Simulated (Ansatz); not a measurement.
# Honeycomb SnTe bilayer (AB) in a perpendicular field, part 3 of 4

Aim: how the honeycomb SnTe bilayer (AB) screens a field along its normal, and what the field does to its bands. A positive field points along +c.

Ansatz 0.2.0; plane-wave DFT, LDA, Ansatz PAW (the session's first sound run).

So far, gap along the path (eV): step 3 (single point, field 0, start network) 0.204; step 4 (field 0.1 V/Å) 0.214; step 5 (field -0.1 V/Å) 0.195; step 6 (field 0.5 V/Å) 0.254; step 7 (field -0.3 V/Å) 0.178.

## Step 9: Same geometry, cutoff 420 eV, functional LDA

This step: plane-wave DFT, LDA, Ansatz PAW (Ansatz 0.2.0).

The geometry is kept and the functional is LDA; other changes against the main runs: SCF threshold 1.0e-10 → 1.0e-09 eV and k-mesh 12×12×1 → 6×6×1.

File input.yaml:

```yaml
crystal:
  lattice:
    - [4.2005683195, 0.0, 0.0]
    - [-2.1002841598, 3.637798875, 0.0]
    - [0.0, 0.0, 23.5246094599]
  atoms:
    - { symbol: Te, position: [0.6666666667, 0.3333333333, 0.3825780834] }
    - { symbol: Sn, position: [0.3333333333, 0.6666666667, 0.4497331023] }
    - { symbol: Te, position: [0.0, 0.0, 0.5479247215] }
    - { symbol: Sn, position: [0.6666666667, 0.3333333333, 0.6174219166] }
kpoints:
  mp_grid: { grid: [6, 6, 1] }
hamiltonian:
  xc: lda
scf:
  occupations: { method: fermi_dirac, width: 0.02585 }
  convergence: { dr2_threshold: 1.0e-09 }
efield:
  axis: 3
  dipole_correction: true
  ramp_position: 0.9613
  ramp_width: 0.0778
  amplitude: 0.1
output:
  write_potential: true
  write_density: true
  volumetric_format: npy
```

On the command line:

```
$ ansatz run input.yaml --threads 4 --pin off --max-ram 6144MiB --backend cpu --events-out ev --progress --plain --runs-dir out
```

Numbers of over 12 decimals in the logs are rounded to 6 here.

The program printed:

```text
[...]
Crystal: 4 atoms, lattice volume = 359.475 Å³
Basis set: ecut = 420 eV, 6913 PW (Γ)
Bands: 36, of which v1, the nominal top of the filled ones, is band 30 counted from 1 (29 counted from 0)
Symmetry: 6 space group operations
[...]
k-points: 7 of 36 (time reversal used)
[...]
SCF iter  12: F=-25413.775308 eV  HF=-25413.775308 eV  |F-HF|=2.00e-10  |Δ(HF+E_count)|=   1.52e-9  Δρ=1.95e-7  dr2=3.88e-10  ethr=1.67e-12  p=0.146 e·Å  D=7.35e-2 V/Å  ΔV_dip=-1.73 eV  dr2_dipole=1.05e-10  V_vac-E_F(+/−)=4.48/4.11 eV  ⟨swp⟩=13.0  Hψ=787  notcnv=0
SCF 1 converged in 12 iterations: F = -25413.775308 eV  dr2 = 3.88e-10
[...]
SCF converged after 12 iterations
Free energy (F): -25413.775308 eV
[...]
Internal energy: -25413.775306 eV  (E = F + TS)
E sigma→0 (E₀):  -25413.775307 eV
Entropy (-TS):   -0.000002 eV (-0.000 meV/atom)
Fermi energy:    0.442142 eV
Dipole field:    D = 0.073524 V/Å  (p = 0.146062 e·Å, saw-weighted, corrected)
Work function:   not extracted (applied field tilts the vacuum); planar V_es + V_field profile in the machine report
[...]
--- Band table (eV; the first three rows and the last of 7) ---
  k-point 0: bands = [... 26 lower, -1.4434, -0.7412, -0.7412, 0.1798, 0.8371, 2.1674, 2.1674, 2.7482, ... 2 higher]
  k-point 1: bands = [... 26 lower, -1.8861, -1.3204, -1.0566, 0.0894, 1.3343, 2.2167, 2.4687, 2.8991, ... 2 higher]
  k-point 2: bands = [... 26 lower, -2.5130, -2.0488, -1.5792, -0.6023, 0.8226, 2.1443, 2.4970, 2.7733, ... 2 higher]
  k-point 6: bands = [... 26 lower, -2.8428, -2.6610, -1.6129, -1.4730, 1.5109, 1.7069, 2.4659, 3.8557, ... 2 higher]
```

Elapsed: 3.5 s, on 4 threads of Arm Neoverse V1, shared host; peak memory 0.61 GiB; 13 s of CPU time.

Numbers from this step:

```yaml
dipole_along_the_normal: 0.1461 e·Å
```

The dipole is 0.146 e·Å.

## Step 10: Same geometry, cutoff 420 eV, functional LDA (run 2)

The same run in the opposite field.

input.yaml: that of step 9 with these lines changed.

```diff
@@ -22,3 +22,3 @@
   ramp_width: 0.0778
-  amplitude: 0.1
+  amplitude: -0.1
 output:
```

The program printed:

```text
[...]
Crystal: 4 atoms, lattice volume = 359.475 Å³
Basis set: ecut = 420 eV, 6913 PW (Γ)
Bands: 36, of which v1, the nominal top of the filled ones, is band 30 counted from 1 (29 counted from 0)
Symmetry: 6 space group operations
[...]
k-points: 7 of 36 (time reversal used)
[...]
k-point 0: bands = [... 26 lower, -1.4643, -0.7430, -0.7430, 0.1638, 0.8130, 2.1496, 2.1496, 2.7355, ... 2 higher]
  k-point 1: bands = [... 26 lower, -1.9054, -1.3444, -1.0601, 0.0819, 1.2993, 2.1918, 2.4494, 2.8950, ... 2 higher]
  k-point 2: bands = [... 26 lower, -2.5312, -2.0693, -1.5840, -0.6151, 0.8014, 2.1133, 2.4773, 2.7657, ... 2 higher]
  k-point 6: bands = [... 26 lower, -2.8529, -2.6735, -1.6255, -1.4807, 1.4835, 1.6868, 2.4379, 3.8319, ... 2 higher]
[key lines of the parts left out:]
SCF converged after 12 iterations
Free energy (F): -25413.760051 eV
Fermi energy:    0.423444 eV
Dipole field:    D = 0.003251 V/Å  (p = 0.006459 e·Å, saw-weighted, corrected)
```

Wall time 3.5 s (4 threads); peak memory 0.59 GiB; 13 s of CPU time.

The dipole is 0.00646 e·Å.

## Step 11: Response at this level

This step: plane-wave DFT, LDA, Ansatz PAW; response to a field along the normal, atoms held (Ansatz 0.2.0).

The two signs of the field give the slope at this level.

Numbers from this step:

```
equivalent conductor thickness p/(ε₀AE) : 8.266 Å
```

The induced dipole is that of a conductor 8.27 Å thick.

## Step 12: Same geometry, cutoff 420 eV, functional PBE

This step: plane-wave DFT, PBE, Ansatz PAW (Ansatz 0.2.0).

The geometry is kept and the functional is PBE; other changes against the main runs: SCF threshold 1.0e-10 → 1.0e-09 eV and k-mesh 12×12×1 → 6×6×1.

input.yaml: that of step 10 with these lines changed.

```diff
@@ -13,3 +13,3 @@
 hamiltonian:
-  xc: lda
+  xc: pbe
 scf:
@@ -22,3 +22,3 @@
   ramp_width: 0.0778
-  amplitude: -0.1
+  amplitude: 0.1
 output:
```

The program printed:

```text
[...]
Crystal: 4 atoms, lattice volume = 359.475 Å³
Basis set: ecut = 420 eV, 6913 PW (Γ)
Bands: 36, of which v1, the nominal top of the filled ones, is band 30 counted from 1 (29 counted from 0)
Symmetry: 6 space group operations
[...]
k-points: 7 of 36 (time reversal used)
[...]
k-point 0: bands = [... 26 lower, -1.2036, -0.5026, -0.5026, 0.5125, 1.2038, 2.4581, 2.4581, 3.0763, ... 2 higher]
  k-point 1: bands = [... 26 lower, -1.6452, -1.0596, -0.8170, 0.3867, 1.6680, 2.5402, 2.7650, 3.2355, ... 2 higher]
  k-point 2: bands = [... 26 lower, -2.2702, -1.7740, -1.3388, -0.3194, 1.1548, 2.4538, 2.7921, 3.0767, ... 2 higher]
  k-point 6: bands = [... 26 lower, -2.5721, -2.4125, -1.3587, -1.1817, 1.8307, 2.0323, 2.7598, 4.1771, ... 2 higher]
[key lines of the parts left out:]
SCF converged after 12 iterations
Free energy (F): -26008.937390 eV
Fermi energy:    0.765425 eV
Dipole field:    D = 0.072904 V/Å  (p = 0.144830 e·Å, saw-weighted, corrected)
```

It took 3.8 s on 4 threads; peak memory 0.62 GiB.

The dipole is 0.145 e·Å.

## Step 13: Same geometry, cutoff 420 eV, functional PBE (run 2)

The same run in the opposite field.

input.yaml: that of step 12 with these lines changed.

```diff
@@ -22,3 +22,3 @@
   ramp_width: 0.0778
-  amplitude: 0.1
+  amplitude: -0.1
 output:
```

The program printed:

```text
[...]
Crystal: 4 atoms, lattice volume = 359.475 Å³
Basis set: ecut = 420 eV, 6913 PW (Γ)
Bands: 36, of which v1, the nominal top of the filled ones, is band 30 counted from 1 (29 counted from 0)
Symmetry: 6 space group operations
[...]
k-points: 7 of 36 (time reversal used)
[...]
k-point 0: bands = [... 26 lower, -1.2255, -0.5050, -0.5050, 0.4947, 1.1792, 2.4393, 2.4393, 3.0621, ... 2 higher]
  k-point 1: bands = [... 26 lower, -1.6654, -1.0852, -0.8212, 0.3783, 1.6312, 2.5136, 2.7446, 3.2300, ... 2 higher]
  k-point 2: bands = [... 26 lower, -2.2729, -1.7960, -1.3442, -0.3335, 1.1323, 2.4213, 2.7713, 3.0682, ... 2 higher]
  k-point 6: bands = [... 26 lower, -2.5825, -2.4257, -1.3728, -1.1905, 1.8021, 2.0110, 2.7301, 4.1518, ... 2 higher]
[key lines of the parts left out:]
SCF converged after 12 iterations
Free energy (F): -26008.922420 eV
Fermi energy:    0.744478 eV
Dipole field:    D = 0.002423 V/Å  (p = 0.004814 e·Å, saw-weighted, corrected)
```

It took 3.7 s on 4 threads; peak memory 0.62 GiB.

The dipole is 0.00481 e·Å.

## Step 14: Response at this level

This step: plane-wave DFT, PBE, Ansatz PAW; response to a field along the normal, atoms held (Ansatz 0.2.0).

The induced dipole is that of a conductor 8.29 Å thick.

## Step 15: Same geometry, cutoff 500 eV, functional r2SCAN

This step: plane-wave DFT, r2SCAN, Ansatz PAW (Ansatz 0.2.0).

The geometry is kept and the functional is r2SCAN; other changes against the main runs: SCF threshold 1.0e-10 → 1.0e-09 eV, cutoff 420 → 500 and k-mesh 12×12×1 → 6×6×1.

input.yaml: that of step 13 with these lines changed.

```diff
@@ -13,3 +13,3 @@
 hamiltonian:
-  xc: pbe
+  xc: r2scan
 scf:
@@ -22,3 +22,3 @@
   ramp_width: 0.0778
-  amplitude: -0.1
+  amplitude: 0.1
 output:
```

The program printed:

```text
[...]
Crystal: 4 atoms, lattice volume = 359.475 Å³
Basis set: ecut = 500 eV, 9211 PW (Γ), exchange–correlation on 128×128×720 points (64 copies of the dense FFT grid, shifted against one another)
Bands: 36, of which v1, the nominal top of the filled ones, is band 30 counted from 1 (29 counted from 0)
Symmetry: 6 space group operations
[...]
k-point 0: bands = [... 26 lower, -1.5231, -0.7734, -0.7734, 0.5033, 1.3563, 2.4248, 2.4248, 3.1988, ... 2 higher]
  k-point 1: bands = [... 26 lower, -1.9798, -1.3252, -1.1003, 0.2751, 1.7369, 2.6144, 2.7402, 3.3896, ... 2 higher]
  k-point 2: bands = [... 26 lower, -2.5674, -2.0375, -1.6421, -0.5029, 1.1961, 2.5340, 2.7772, 3.1855, ... 2 higher]
  k-point 6: bands = [... 26 lower, -2.8563, -2.7386, -1.6442, -1.3996, 1.8485, 2.1064, 2.7917, 4.3103, ... 2 higher]
[key lines of the parts left out:]
SCF converged after 12 iterations
Free energy (F): -26067.501239 eV
Fermi energy:    0.772053 eV
Dipole field:    D = 0.073559 V/Å  (p = 0.146131 e·Å, saw-weighted, corrected)
```

Wall time 9.4 s (4 threads); peak memory 1.2 GiB.

The dipole is 0.146 e·Å.

## Step 16: Same geometry, cutoff 500 eV, functional r2SCAN (run 2)

The same run in the opposite field.

input.yaml: that of step 15 with these lines changed.

```diff
@@ -22,3 +22,3 @@
   ramp_width: 0.0778
-  amplitude: 0.1
+  amplitude: -0.1
 output:
```

The program printed:

```text
[...]
Crystal: 4 atoms, lattice volume = 359.475 Å³
Basis set: ecut = 500 eV, 9211 PW (Γ), exchange–correlation on 128×128×720 points (64 copies of the dense FFT grid, shifted against one another)
Bands: 36, of which v1, the nominal top of the filled ones, is band 30 counted from 1 (29 counted from 0)
Symmetry: 6 space group operations
[...]
k-point 0: bands = [... 26 lower, -1.5416, -0.7726, -0.7726, 0.4869, 1.3295, 2.4044, 2.4044, 3.1869, ... 2 higher]
  k-point 1: bands = [... 26 lower, -2.0013, -1.3524, -1.1015, 0.2677, 1.6987, 2.5886, 2.7182, 3.3829, ... 2 higher]
  k-point 2: bands = [... 26 lower, -2.5676, -2.0613, -1.6450, -0.5165, 1.1718, 2.5008, 2.7550, 3.1782, ... 2 higher]
  k-point 6: bands = [... 26 lower, -2.8657, -2.7508, -1.6587, -1.4077, 1.8184, 2.0842, 2.7599, 4.2847, ... 2 higher]
[key lines of the parts left out:]
SCF converged after 11 iterations
Free energy (F): -26067.485850 eV
Fermi energy:    0.750007 eV
Dipole field:    D = 0.003857 V/Å  (p = 0.007663 e·Å, saw-weighted, corrected)
```

The job ended after 9 s (4 threads; peak memory 1.2 GiB).

The dipole is 0.00766 e·Å.

## Step 17: Response at this level

This step: plane-wave DFT, r2SCAN, Ansatz PAW; response to a field along the normal, atoms held (Ansatz 0.2.0).

The induced dipole is that of a conductor 8.20 Å thick.

## Step 18: Same geometry, cutoff 420 eV, functional HSE06

This step: plane-wave DFT, HSE06, Ansatz PAW (Ansatz 0.2.0).

The geometry is kept and the functional is HSE06; other changes against the main runs: SCF threshold 1.0e-10 → 1.0e-09 eV and k-mesh 12×12×1 → 6×6×1.

input.yaml: that of step 16 with these lines changed.

```diff
@@ -13,3 +13,3 @@
 hamiltonian:
-  xc: r2scan
+  xc: hse06
 scf:
@@ -22,3 +22,3 @@
   ramp_width: 0.0778
-  amplitude: -0.1
+  amplitude: 0.1
 output:
```

The program printed:

```text
[...]
Crystal: 4 atoms, lattice volume = 359.475 Å³
Basis set: ecut = 420 eV, 6913 PW (Γ)
Bands: 36, of which v1, the nominal top of the filled ones, is band 30 counted from 1 (29 counted from 0)
Symmetry: 6 space group operations
[...]
k-points: 7 of 36 (time reversal used)
[...]
k-point 0: bands = [... 26 lower, -1.7250, -0.9347, -0.9347, 0.4234, 1.3920, 2.6361]
  k-point 1: bands = [... 26 lower, -2.2016, -1.5280, -1.2787, 0.1990, 1.8194, 2.7677]
  k-point 2: bands = [... 26 lower, -2.8519, -2.2859, -1.8539, -0.6402, 1.2708, 2.6549]
  k-point 6: bands = [... 26 lower, -3.1666, -3.0314, -1.8705, -1.5800, 1.9632, 2.2236]
  guard bands above this table: 4 of the run's 36 bands. The solve was not asked for them (output.publish_guard_bands: true or output.eigenvalues: true publishes all)
[key lines of the parts left out:]
Free energy (F): -26026.024197 eV
Fermi energy:    0.758516 eV
Dipole field:    D = 0.079189 V/Å  (p = 0.157315 e·Å, saw-weighted, corrected)
```

Elapsed: 64 s, on 4 threads; peak memory 4.5 GiB; 4.1 min of CPU time.

The dipole is 0.157 e·Å.

## Step 19: Same geometry, cutoff 420 eV, functional HSE06 (run 2)

The same run in the opposite field.

input.yaml: that of step 18 with these lines changed.

```diff
@@ -22,3 +22,3 @@
   ramp_width: 0.0778
-  amplitude: 0.1
+  amplitude: -0.1
 output:
```

The program printed:

```text
[...]
Crystal: 4 atoms, lattice volume = 359.475 Å³
Basis set: ecut = 420 eV, 6913 PW (Γ)
Bands: 36, of which v1, the nominal top of the filled ones, is band 30 counted from 1 (29 counted from 0)
Symmetry: 6 space group operations
[...]
k-points: 7 of 36 (time reversal used)
[...]
--- Band table (eV; the first three rows and the last of 7) ---
  k-point 0: bands = [... 26 lower, -1.7493, -0.9343, -0.9343, 0.4069, 1.3637, 2.6144]
  k-point 1: bands = [... 26 lower, -2.2242, -1.5567, -1.2804, 0.1924, 1.7750, 2.7374]
  k-point 2: bands = [... 26 lower, -2.8525, -2.3107, -1.8572, -0.6541, 1.2448, 2.6173]
  k-point 6: bands = [... 26 lower, -3.1766, -3.0444, -1.8859, -1.5882, 1.9305, 2.1992]
[...]
[key lines of the parts left out:]
Free energy (F): -26026.006611 eV
Fermi energy:    0.735538 eV
Dipole field:    D = 0.009294 V/Å  (p = 0.018464 e·Å, saw-weighted, corrected)
```

Elapsed: 65 s, on 4 threads; peak memory 4.5 GiB.

The dipole is 0.0185 e·Å.

## Step 20: Side by side

Times are for 4 threads of Arm Neoverse V1, shared host. The runs compared:

| no. | functional | field | dipole along the normal (e·Å) | time | memory (GiB) |
| --- | --- | --- | --- | --- | --- |
| 1 | lda | 0.1 V/Å | 0.1461 | 3.5 s | 0.61 |
| 2 | lda | -0.1 V/Å | 0.006459 | 3.5 s | 0.59 |
| 3 | pbe | 0.1 V/Å | 0.1448 | 3.8 s | 0.62 |
| 4 | pbe | -0.1 V/Å | 0.004814 | 3.7 s | 0.62 |
| 5 | r2scan | 0.1 V/Å | 0.1461 | 9.4 s | 1.2 |
| 6 | r2scan | -0.1 V/Å | 0.007663 | 9 s | 1.2 |
| 7 | hse06 | 0.1 V/Å | 0.1573 | 64 s | 4.5 |
| 8 | hse06 | -0.1 V/Å | 0.01846 | 65 s | 4.5 |

## Step 21: Response at this level

This step: plane-wave DFT, HSE06, Ansatz PAW; response to a field along the normal, atoms held (Ansatz 0.2.0).

The induced dipole is that of a conductor 8.22 Å thick.

## Step 22: Varying the input: scf.convergence.dr2_threshold = 1e-11

This step: plane-wave DFT, LDA, Ansatz PAW (Ansatz 0.2.0).

A run with a changed input: it repeats the earlier run at 0.1 V/Å with scf.convergence.dr2_threshold from 1e-10 to 1e-11.

input.yaml, the sections that differ from step 19:

```yaml
kpoints:
  mp_grid: { grid: [12, 12, 1] }
  band_path:
    path: [[0, 0, 0], [0.5, 0, 0], [0.33333333, 0.33333333, 0], [0, 0, 0]]
    npoints: 16
hamiltonian:
  xc: lda
scf:
  occupations: { method: fermi_dirac, width: 0.02585 }
  convergence: { dr2_threshold: 1.0e-11 }
efield:
  axis: 3
  dipole_correction: true
  ramp_position: 0.9613
  ramp_width: 0.0778
  amplitude: 0.1
# crystal, output: as in step 19
```

The program printed:

```text
[...]
Crystal: 4 atoms, lattice volume = 359.475 Å³
Basis set: ecut = 420 eV, 6913 PW (Γ)
Bands: 36, of which v1, the nominal top of the filled ones, is band 30 counted from 1 (29 counted from 0)
Symmetry: 6 space group operations
[...]
k-points: 19 of 144 (time reversal used)
[...]
SCF iter  14: F=-25413.776201 eV  HF=-25413.776201 eV  |F-HF|=2.91e-11  |Δ(HF+E_count)|=  1.09e-11  Δρ=2.48e-8  dr2=8.16e-12  ethr=1.00e-12  p=0.147 e·Å  D=7.39e-2 V/Å  ΔV_dip=-1.74 eV  dr2_dipole=3.79e-13  V_vac-E_F(+/−)=4.37/4.01 eV  ⟨swp⟩=13.2  Hψ=2100  notcnv=0
SCF 1 converged in 14 iterations: F = -25413.776201 eV  dr2 = 8.16e-12
[...]
SCF converged after 14 iterations
Free energy (F): -25413.776201 eV
[...]
Internal energy: -25413.775953 eV  (E = F + TS)
E sigma→0 (E₀):  -25413.776077 eV
Entropy (-TS):   -0.000248 eV (-0.062 meV/atom)
Fermi energy:    0.558489 eV
Dipole field:    D = 0.073905 V/Å  (p = 0.146819 e·Å, saw-weighted, corrected)
Work function:   not extracted (applied field tilts the vacuum); planar V_es + V_field profile in the machine report
[...]
--- Band table (eV; the first three rows and the last of 19) ---
  k-point 0: bands = [... 26 lower, -1.4701, -0.7553, -0.7553, 0.1676, 0.8170, 2.1448, 2.1448, 2.7286, ... 2 higher]
  k-point 1: bands = [... 26 lower, -1.4865, -1.2555, -0.8436, 0.4354, 1.0820, 1.9445, 2.2533, 2.9272, ... 2 higher]
  k-point 2: bands = [... 26 lower, -1.9117, -1.3371, -1.0719, 0.0717, 1.3151, 2.1972, 2.4466, 2.8815, ... 2 higher]
  k-point 18: bands = [... 26 lower, -2.8581, -2.6810, -1.6272, -1.4922, 1.4917, 1.6894, 2.4499, 3.8396, ... 2 higher]
```

It took 16 s on 4 threads; peak memory 0.74 GiB; 64 s of CPU time.

This step gave:

| Property | Result |
| --- | --- |
| energy at zero smearing | -25413.7761 eV |
| dipole along the normal | 0.1468 e·Å |
| gap along the path | 0.2139 eV |
| smallest direct gap along the path | 0.6494 eV |
| gap, the smaller of path and mesh | 0.2139 eV |

[end of part 3 of 4]

[Logs are printed without paths, hosts, clocks, repeated set-up lines and the standing remarks that a program may print on its own settings, such as how far it seeks lower states.]

[Hosts, paths, dates, database ids (printed as entryN), source tags and the programs' standing remarks are cut or masked in the printed files.]

[Maps of the electrostatic potential energy from Ansatz leave out the sawtooth potential of an applied field or a dipole correction, so their vacuum need not be flat; planar profiles and work functions include it.]
